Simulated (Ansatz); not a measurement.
## Stress against strain in Ag

```xyz
4
Lattice="2.8862 0.0000 0.0000 -1.4431 2.4995 0.0000 0.0000 0.0000 10.0000" Properties=species:S:1:pos:R:3 pbc="T T T"
Ag    0.0000    1.6663    2.5000
Ag    1.4431    0.8332    7.5000
Ag    0.0000    0.0000    0.0000
Ag    0.0000    0.0000    5.0000
```

Atom numbers follow the list: Ag1, Ag2, Ag3, Ag4.

The cell comes from COD entry 1509194, which wasn't checked; take it as a given geometry.

The calculation used Ansatz 0.2.0, DFT, PBE, all-electron LAPW, scalar-relativistic.

Sampling and basis: a Γ-centred 14×14×4 k mesh, Fermi–Dirac smearing of 0.08 eV, basis error target 0.5 meV/atom, no spin polarisation.

The strain is applied along the Cartesian axes of the cell as listed (the other components stay zero). Fractional coordinates are held (clamped ions).

σ is the change of stress from the unstrained cell, which is at -0.38 GPa; tension is positive, so slopes are stress–strain coefficients at that pressure. In a metal the k mesh adds noise.

Only quantities that a quadratic follows smoothly over the whole series are listed; rougher ones are left out.

```tsv
εxx = εyy	σzz (GPa)	σxx (GPa)
-0.0300	-3.26	-8.85
-0.0200	-2.09	-5.46
-0.0100	-1.01	-2.53
0.0000	0.00	0.00
0.0200	1.83	3.99
0.0300	2.61	5.57
```

(1) Fit the series and read off the stiffness at zero strain.

(2) One run, at εxx = εyy = 0.0100, is withheld. Predict its row.

Answers

(1) Least-squares fits y = p0 + p1 x + p2 x² to the rows give σzz (GPa): p1 = 97.9, p2 = -370; σxx (GPa): p1 = 239, p2 = -1800. So C13 + C23 = 98 GPa and C11 + C12 = 239 GPa, for these axes.

(2) The fits give 0.95, 2.22; the run gave 0.95, 2.16.
